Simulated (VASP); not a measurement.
# CoO (Pm-3m) in VASP: further runs

One crystal, CoO, is run at these levels: r2SCAN, PBE+U; tasks: equation of state, single point.

Everything below comes from runs of VASP 6.6.1. Logs are shortened: lines on timing, memory, paths and dates and some standing lists are left out, and cuts for length are marked.

## Step 1: The structure

Symmetry: Pm-3m, No. 221, cubic system. The conventional cell has a = 2.571 Å, b = 2.571 Å, c = 2.571 Å, α = 90.00°, β = 90.00°, γ = 90.00°. Co (site symmetry m-3m) has 8 O at 2.23 Å as nearest neighbours. Around O (site symmetry m-3m) lie 8 Co at 2.23 Å.

Measurements of this composition are mostly on another form, of space group No. 225.

## Step 2: Equation of state, r2SCAN, collinear spin, ferromagnetic start

Potentials or basis: VASP PAW PBE potentials, release 64 (Co, O).

No new run: the results of the series are fitted here.

Results:

- Equilibrium volume: 8.93 Å³/atom
- Bulk modulus: 216 GPa
- Pressure derivative of the bulk modulus: 4.4 (rough: it moves with the points fitted)

Energy against volume, from the lowest point:
| volume (Å³/atom) | energy (meV/atom) |
| --- | --- |
| 8.323 | 31.00 |
| 8.493 | 15.27 |
| 8.662 | 5.21 |
| 8.832 | 0.30 |
| 9.002 | 0.00 |

Caveat: the PAW data sets were made with another functional, which shifts forces and pressure a little.

## Step 3: Single point, PBE+U, collinear spin, ferromagnetic start

The input, INCAR:

```
PREC     = Accurate       # precision mode
ENCUT    = 520            # plane-wave cutoff, eV
EDIFF    = 1E-7           # SCF threshold, eV
ISMEAR   = 0              # smearing method
SIGMA    = 0.05           # smearing width, eV
LREAL    = False          # projectors in reciprocal space
LASPH    = True           # aspherical terms in the spheres
NELM     = 100            # most SCF steps
ALGO     = Normal         # electronic algorithm
ISIF     = 2              # what is computed and relaxed
LWAVE    = False          # write WAVECAR
LCHARG   = False          # write CHGCAR
ISPIN    = 2              # spin polarisation
MAGMOM   = 2 0            # initial moments
LORBIT   = 11             # projections on sites
LMAXMIX  = 4              # l up to which the mixer works
LDAU     = True           # DFT+U
LDAUTYPE = 2            
LDAUL    = 2 -1           # shell
LDAUU    = 7 0            # U, eV
LDAUJ    = 0 0          
LDAUPRINT= 1            
GGA      = PE             # functional
```

The input, KPOINTS:

```
regular mesh
0
Gamma
  7 7 7
```

The input, POSCAR:

```
CoO
1.0
    2.5705263100      0.0000000000      0.0000000000
    0.0000000000      2.5705263100      0.0000000000
    0.0000000000      0.0000000000      2.5705263100
Co O
1 1
Direct
    0.0000000000      0.0000000000      0.0000000000
    0.5000000000      0.5000000000      0.5000000000
```

Potentials or basis: VASP PAW PBE potentials, release 64 (Co, O).

Command:

```console
> cat potpaw_PBE.64/Co/POTCAR potpaw_PBE.64/O/POTCAR > POTCAR
> mpirun -np 1 vasp_std > vasp.out
```

OUTCAR:

```text
PREC = Accurate
   ENCUT = 520
   EDIFF = 1E-7
   ISMEAR = 0
   LREAL = False
   LASPH = True
   NELM = 100
   ISIF = 2
   ISPIN = 2
   LORBIT = 11
   GGA = PE

 ion  position               nearest neighbor table
   1  0.000  0.000  0.000-   2 2.23   2 2.23   2 2.23   2 2.23   2 2.23   2 2.23   2 2.23   2 2.23

   2  0.500  0.500  0.500-   1 2.23   1 2.23   1 2.23   1 2.23   1 2.23   1 2.23   1 2.23   1 2.23

  LATTYP: Found a simple cubic cell.
 ALAT       =     2.5705263100

  Lattice vectors:

 A1 = (   2.5705263100,   0.0000000000,   0.0000000000)
 A2 = (   0.0000000000,   2.5705263100,   0.0000000000)
[... 856 lines left out ...]

 VOLUME and BASIS-vectors are now :
 -----------------------------------------------------------------------------
  energy-cutoff  :      520.00
  volume of cell :       16.99
      direct lattice vectors                 reciprocal lattice vectors
     2.570526310  0.000000000  0.000000000     0.389025390  0.000000000  0.000000000
     0.000000000  2.570526310  0.000000000     0.000000000  0.389025390  0.000000000
     0.000000000  0.000000000  2.570526310     0.000000000  0.000000000  0.389025390

 POSITION                                       TOTAL-FORCE (eV/Angst)
 -----------------------------------------------------------------------------------
      0.00000      0.00000      0.00000         0.000000      0.000000      0.000000
      1.28526      1.28526      1.28526         0.000000      0.000000      0.000000
 -----------------------------------------------------------------------------------
    total drift:                                0.000000      0.000000      0.000000

  FREE ENERGIE OF THE ION-ELECTRON SYSTEM (eV)
  ---------------------------------------------------
  free  energy   TOTEN  =       -10.5024734010 eV

  energy  without entropy=      -10.5024734010  energy(sigma->0) =      -10.50247340

 total charge

# of ion       s       p       d       tot
------------------------------------------
    1        0.314   0.394   7.173   7.881
    2        1.566   3.465   0.000   5.030
--------------------------------------------------
tot          1.879   3.858   7.173  12.911

 magnetization (x)

# of ion       s       p       d       tot
------------------------------------------
    1        0.015   0.017   2.790   2.822
    2        0.016   0.155   0.000   0.171
--------------------------------------------------
tot          0.031   0.172   2.790   2.993
```

Wall time 15 s (1 thread of AMD EPYC 7R43 (Zen 3), shared host); peak memory 0.1 GiB.

Results:

| Item | Value |
| --- | --- |
| Free energy | -10.5025 eV |
| Pressure | 16.3 GPa |
| Band gap on the k mesh | 2.00 eV, indirect (least direct gap 3.04 eV) |
| Net moment | 3.00 μB per cell |
| Site moments | Co +2.82; O +0.17 μB |
| Valence electrons inside the program's atomic spheres | Co 7.88; O 5.03 |

Eigenvalues of the final occupation matrices:
| site | spin | trace | eigenvalues |
| --- | --- | --- | --- |
| site 1 d | 1 | 5.00 | 0.98 0.98 1.01 1.01 1.01 |
| site 1 d | 2 | 2.20 | 0.09 0.09 0.09 0.97 0.97 |

Caveat: an odd mesh through Γ misses points on the zone boundary, where band edges often lie; a cell with one magnetic atom can't hold antiferromagnetic order, which such compounds often take.

## Step 4: Single point, PBE+U, collinear spin, antiferromagnetic start

The input, INCAR:

```
ALGO = Fast
EDIFF = 1E-7
ENCUT = 520
GGA = PE
ISIF = 2
ISMEAR = 0
ISPIN = 2
LASPH = True
LCHARG = False
LDAU = True
LDAUJ = 0 0
LDAUL = 2 -1
LDAUPRINT = 1
LDAUTYPE = 2
LDAUU = 7 0
LMAXMIX = 4
LORBIT = 11
LREAL = False
LWAVE = False
MAGMOM = 2 -2 0 0
NELM = 100
PREC = Accurate
SIGMA = 0.05
```

The input, KPOINTS:

```
k-points
0
Gamma
  5 5 7
```

The input, POSCAR:

```
CoO
1.0
    2.5705263100      2.5705263100      0.0000000000
   -2.5705263100      2.5705263100      0.0000000000
    0.0000000000      0.0000000000      2.5705263100
Co O
2 2
Direct
    0.0000000000      0.0000000000      0.0000000000
    0.5000000000      0.5000000000      0.0000000000
    0.5000000000      0.0000000000      0.5000000000
    0.0000000000      0.5000000000      0.5000000000
```

Potentials or basis: VASP PAW PBE potentials, release 64 (Co, O).

Command:

```console
> cat potpaw_PBE.64/Co/POTCAR potpaw_PBE.64/O/POTCAR > POTCAR
> mpirun -np 1 vasp_std > vasp.out
```

OUTCAR:

```text
EDIFF = 1E-7
   ENCUT = 520
   GGA = PE
   ISIF = 2
   ISMEAR = 0
   ISPIN = 2
   LASPH = True
   LORBIT = 11
   LREAL = False
   NELM = 100
   PREC = Accurate

 ion  position               nearest neighbor table
   1  0.000  0.000  0.000-   3 2.23   4 2.23   3 2.23   4 2.23   4 2.23   4 2.23   3 2.23   3 2.23
                             2 2.57   2 2.57   2 2.57   2 2.57
   2  0.500  0.500  0.000-   3 2.23   4 2.23   3 2.23   4 2.23   3 2.23   3 2.23   4 2.23   4 2.23
                             1 2.57   1 2.57   1 2.57   1 2.57
   3  0.500  0.000  0.500-   1 2.23   2 2.23   1 2.23   2 2.23   2 2.23   2 2.23   1 2.23   1 2.23

   4  0.000  0.500  0.500-   1 2.23   2 2.23   1 2.23   2 2.23   1 2.23   1 2.23   2 2.23   2 2.23

  LATTYP: Found a simple tetragonal cell.
 ALAT       =     3.6352731700
 C/A-ratio  =     0.7071067812

  Lattice vectors:

 A1 = (   2.5705263100,   2.5705263100,   0.0000000000)
 A2 = (  -2.5705263100,   2.5705263100,   0.0000000000)
 A3 = (   0.0000000000,   0.0000000000,   2.5705263100)

Analysis of symmetry for initial positions (statically):
=====================================================================
 Subroutine PRICEL returns following result:

  LATTYP: Found a simple cubic cell.
 ALAT       =     2.5705263100
[... 12 lines left out ...]
 Subroutine GETGRP returns: Found 16 space group operations
 (whereof 16 operations were pure point group operations)
 out of a pool of 16 trial point group operations.

The static configuration has the point symmetry D_4h.

Analysis of symmetry for dynamics (positions and initial velocities):
=====================================================================
 Subroutine PRICEL returns following result:

  LATTYP: Found a simple cubic cell.
 ALAT       =     2.5705263100
[... 12 lines left out ...]
 Subroutine GETGRP returns: Found 16 space group operations
 (whereof 16 operations were pure point group operations)
 out of a pool of 16 trial point group operations.

The dynamic configuration has the point symmetry D_4h.

Analysis of structural, dynamic, and magnetic symmetry:
=====================================================================
 Subroutine PRICEL returns following result:

  LATTYP: Found a simple cubic cell.
 ALAT       =     2.5705263100
[... 12 lines left out ...]
 Subroutine GETGRP returns: Found 16 space group operations
 (whereof 16 operations were pure point group operations)
 out of a pool of 16 trial point group operations.

The overall configuration has the point symmetry D_4h.

 Subroutine INISYM returns: Found 16 space group operations
 (whereof 16 operations are pure point group operations),
 and found     2 'primitive' translations

----------------------------------------------------------------------------------------

                                     Primitive cell

  volume of cell :      16.9850

[... 179 lines left out ...]

  1.0136 -0.0000  0.0000 -0.0000 -0.0000
 -0.0000  1.0140 -0.0000 -0.0000 -0.0000
  0.0000 -0.0000  0.9786  0.0000 -0.0000
 -0.0000 -0.0000  0.0000  1.0140  0.0000
 -0.0000 -0.0000 -0.0000  0.0000  0.9793

 occupancies and eigenvectors

  o =  0.0857  v = -0.0000  1.0000  0.0000  0.0086  0.0000  0.0000  0.0000  0.0000  0.0000  0.0000      0.0000  0.0000  0.0000  0.0000  0.0000  0.0000  0.0000  0.0000  0.0000  0.0000
  o =  0.0857  v =  0.0000  0.0086  0.0000 -1.0000  0.0000  0.0000  0.0000  0.0000  0.0000  0.0000      0.0000  0.0000  0.0000  0.0000  0.0000  0.0000  0.0000  0.0000  0.0000  0.0000
  o =  0.0876  v = -1.0000 -0.0000 -0.0000 -0.0000  0.0000  0.0000  0.0000  0.0000  0.0000  0.0000      0.0000  0.0000  0.0000  0.0000  0.0000  0.0000  0.0000  0.0000  0.0000  0.0000
  o =  0.9718  v = -0.0000  0.0000 -0.0000 -0.0000 -1.0000  0.0000  0.0000  0.0000  0.0000  0.0000      0.0000  0.0000  0.0000  0.0000  0.0000  0.0000  0.0000  0.0000  0.0000  0.0000
  o =  0.9723  v =  0.0000  0.0000 -1.0000 -0.0000  0.0000  0.0000  0.0000  0.0000  0.0000  0.0000      0.0000  0.0000  0.0000  0.0000  0.0000  0.0000  0.0000  0.0000  0.0000  0.0000
  o =  0.9786  v =  0.0000  0.0000  0.0000  0.0000  0.0000  0.0000 -0.0000  1.0000 -0.0000  0.0000      0.0000  0.0000  0.0000  0.0000  0.0000  0.0000  0.0000  0.0000  0.0000  0.0000
  o =  0.9793  v =  0.0000  0.0000  0.0000  0.0000  0.0000  0.0000  0.0000 -0.0000  0.0000  1.0000      0.0000  0.0000  0.0000  0.0000  0.0000  0.0000  0.0000  0.0000  0.0000  0.0000
  o =  1.0136  v =  0.0000  0.0000  0.0000  0.0000  0.0000  1.0000  0.0000  0.0000  0.0000  0.0000      0.0000  0.0000  0.0000  0.0000  0.0000  0.0000  0.0000  0.0000  0.0000  0.0000
  o =  1.0140  v =  0.0000  0.0000  0.0000  0.0000  0.0000  0.0000 -1.0000 -0.0000  0.0088  0.0000      0.0000  0.0000  0.0000  0.0000  0.0000  0.0000  0.0000  0.0000  0.0000  0.0000
  o =  1.0140  v =  0.0000  0.0000  0.0000  0.0000  0.0000  0.0000  0.0088  0.0000  1.0000 -0.0000      0.0000  0.0000  0.0000  0.0000  0.0000  0.0000  0.0000  0.0000  0.0000  0.0000

 number of electron      30.0000023 magnetization       0.0000000

 Free energy of the ion-electron system (eV)
  ---------------------------------------------------
  ext. energy  EPLUGINS =         0.00000000
  ---------------------------------------------------
  free energy    TOTEN  =       -21.02626426 eV

  energy without entropy =      -21.02626426  energy(sigma->0) =      -21.02626426

 E-fermi :   8.8180     XC(G=0): -13.2304

 val. band max:        8.5354201620   @ k =   0.4000   0.4000   0.1429
 cond. band min:      10.9968368583   @ k =   0.0000   0.0000   0.0000
 fundamental gap:      2.4614166963
 Fermi energy:         8.8179721576

 spin component 1

 k-point     1 :       0.0000    0.0000    0.0000
  band No.  band energies     occupation
      1     -10.5700      1.00000
      2      -8.4046      1.00000
      3       1.9090      1.00000
      4       2.1515      1.00000
      5       2.2074      1.00000
      6       2.2074      1.00000
[... 504 lines left out ...]
      5       2.0573      1.00000
      6       2.3887      1.00000
[... 11 lines left out ...]
     18      12.3527      0.00000
     19      15.0884      0.00000
 Fermi energy:         8.8179721576

 spin component 2

 k-point     1 :       0.0000    0.0000    0.0000
  band No.  band energies     occupation
      1     -10.5700      1.00000
      2      -8.4046      1.00000
      3       1.9090      1.00000
      4       2.1515      1.00000
      5       2.2074      1.00000
      6       2.2074      1.00000
[... 505 lines left out ...]
      6       2.3887      1.00000
[... 11 lines left out ...]
     18      12.3527      0.00000
     19      15.2158      0.00000

------------------------ aborting loop because EDIFF is reached ----------------------------------------

  FORCE on cell =-STRESS in cart. coord.  units (eV):
  Direction    XX          YY          ZZ          XY          YZ          ZX
  --------------------------------------------------------------------------------------
  -------------------------------------------------------------------------------------
  Total        3.3879451      3.3879451      3.4558268      0.0000000      0.0000000     -0.0000000
  in kB      159.7904386    159.7904386    162.9920409      0.0000000      0.0000000     -0.0000000
  external PRESSURE =     160.8576394 kB  Pullay stress =       0.0000000 kB

 VOLUME and BASIS-vectors are now :
 -----------------------------------------------------------------------------
  energy-cutoff  :      520.00
  volume of cell :       33.97
      direct lattice vectors                 reciprocal lattice vectors
     2.570526310  2.570526310  0.000000000     0.194512695  0.194512695  0.000000000
    -2.570526310  2.570526310  0.000000000    -0.194512695  0.194512695  0.000000000
     0.000000000  0.000000000  2.570526310     0.000000000  0.000000000  0.389025390

 POSITION                                       TOTAL-FORCE (eV/Angst)
 -----------------------------------------------------------------------------------
      0.00000      0.00000      0.00000         0.000000     -0.000000      0.000000
      0.00000      2.57053      0.00000         0.000000     -0.000000      0.000000
      1.28526      1.28526      1.28526        -0.000000      0.000000      0.000000
     -1.28526      1.28526      1.28526        -0.000000      0.000000     -0.000000
 -----------------------------------------------------------------------------------
    total drift:                               -0.000000      0.000000      0.000000

  FREE ENERGIE OF THE ION-ELECTRON SYSTEM (eV)
  ---------------------------------------------------
  free  energy   TOTEN  =       -21.0262642643 eV

  energy  without entropy=      -21.0262642643  energy(sigma->0) =      -21.02626426

 total charge

# of ion       s       p       d       tot
------------------------------------------
    1        0.314   0.393   7.175   7.882
    2        0.314   0.393   7.175   7.882
    3        1.566   3.463   0.000   5.029
    4        1.566   3.463   0.000   5.029
--------------------------------------------------
tot          3.760   7.712  14.350  25.822

 magnetization (x)

# of ion       s       p       d       tot
------------------------------------------
    1        0.021   0.021   2.791   2.834
    2       -0.021  -0.021  -2.791  -2.834
    3        0.000   0.000   0.000   0.000
    4        0.000   0.000   0.000   0.000
--------------------------------------------------
tot          0.000   0.000   0.000   0.000
```

OSZICAR:

```text
N       E                     dE             d eps       ncg     rms          rms(c)
DAV:   1     0.255383206194E+03    0.25538E+03   -0.14930E+04  1832   0.203E+03
DAV:   2     0.140193923519E+02   -0.24136E+03   -0.22684E+03  1884   0.395E+02
DAV:   3    -0.172613023703E+02   -0.31281E+02   -0.29239E+02  2135   0.164E+02
DAV:   4    -0.183912175862E+02   -0.11299E+01   -0.11127E+01  2097   0.320E+01
[... 10 lines left out ...]
RMM:  15    -0.210262650607E+02   -0.17343E-04   -0.12401E-04  2748   0.901E-02    0.167E-02
RMM:  16    -0.210262638404E+02    0.12203E-05   -0.26753E-05  2703   0.365E-02    0.104E-02
RMM:  17    -0.210262642554E+02   -0.41492E-06   -0.12490E-05  2600   0.252E-02    0.865E-03
RMM:  18    -0.210262641702E+02    0.85126E-07   -0.21499E-06  2372   0.117E-02    0.177E-03
RMM:  19    -0.210262642643E+02   -0.94085E-07   -0.62941E-07  1780   0.618E-03
   1 F= -.21026264E+02 E0= -.21026264E+02  d E =-.174413E-16  mag=     0.0000
```

Run time: 61 s. Hardware: 1 thread of AMD EPYC 7R43 (Zen 3), shared host; peak memory 0.12 GiB.

What came out:

| Item | Value |
| --- | --- |
| Free energy | -21.0263 eV |
| Pressure | 16.1 GPa |
| Band gap on the k mesh | 2.46 eV |
| Net moment | 0.00 μB per cell |
| Site moments | Co +2.83, -2.83; O +0.00 μB |
| Valence electrons inside the program's atomic spheres | Co 7.88; O 5.03 |

Stress tensor (GPa, compression positive):
```
15.98  0.00  0.00
 0.00 15.98  0.00
 0.00  0.00 16.30
```

Eigenvalues of the final occupation matrices:
| site | spin | trace | eigenvalues |
| --- | --- | --- | --- |
| site 1 d | 1 | 5.00 | 0.98 0.98 1.01 1.01 1.01 |
| site 1 d | 2 | 2.20 | 0.09 0.09 0.09 0.97 0.97 |
| site 2 d | 1 | 2.20 | 0.09 0.09 0.09 0.97 0.97 |
| site 2 d | 2 | 5.00 | 0.98 0.98 1.01 1.01 1.01 |

Caveat: an odd mesh through Γ misses points on the zone boundary, where band edges often lie.

## Step 5: The reference run

An earlier run on the cell as given: functional PBE; potentials or basis VASP PAW PBE potentials, release 64 (Co, O); cutoff 520 eV; k mesh 10 × 10 × 10; occupations fermi-dirac, width 0.05 eV; collinear spin, ferromagnetic start; starting moments [2.0, 0.0] μB.

* Pressure: 11.1 GPa
* Band gap on the k mesh: none (metal or under the smearing width)
* Net moment: 3.00 μB per cell
* Site moments: Co +2.49; O +0.45 μB
* Valence electrons inside the program's atomic spheres: Co 7.89; O 4.96

## Step 6: Overview

| task | level | spin | U | k mesh | smearing | supercell matrix | gap on the mesh (eV) | pressure (GPa) | moment (μB) |
| --- | --- | --- | --- | --- | --- | --- | --- | --- | --- |
| equation of state | r2SCAN | collinear, ferromagnetic start | - | 10 × 10 × 10 | fermi-dirac 0.05 eV | - | - | - | - |
| single point | PBE+U | collinear, ferromagnetic start | Co d U = 7 eV | 7 × 7 × 7 | gaussian 0.05 eV | - | 2.00 | 16.3 | 3.00 |
| single point | PBE+U | collinear, antiferromagnetic start | Co d U = 7 eV | 5 × 5 × 7 | gaussian 0.05 eV | [1, 1, 0, -1, 1, 0, 0, 0, 1] | 2.46 | 16.1 | 0.00 |
| single point | PBE | collinear, ferromagnetic start | - | 10 × 10 × 10 | fermi-dirac 0.05 eV | - | none | 11.1 | 3.00 |

Alike in all rows: potentials or basis VASP PAW PBE potentials, release 64 (Co, O); cell as given; cutoff (eV) 520.

On the cell as given the gap runs from zero (PBE) to 2.46 eV (PBE+U); the meshes differ, which moves gaps too. The pressure there spans 11.1 GPa (PBE) to 16.3 GPa (PBE+U); a positive pressure means that this level wants a larger cell, a negative one a smaller.

Caveats: an odd mesh through Γ misses points on the zone boundary, where band edges often lie (some runs); a cell with one magnetic atom can't hold antiferromagnetic order, which such compounds often take (some runs); the PAW data sets were made with another functional, which shifts forces and pressure a little (some runs); semilocal functionals often make such compounds metallic where correlation or magnetic order opens a gap, which also shifts bond lengths (some runs).

Total energies depend on the potentials used, so only differences within one code and one set of settings carry meaning.
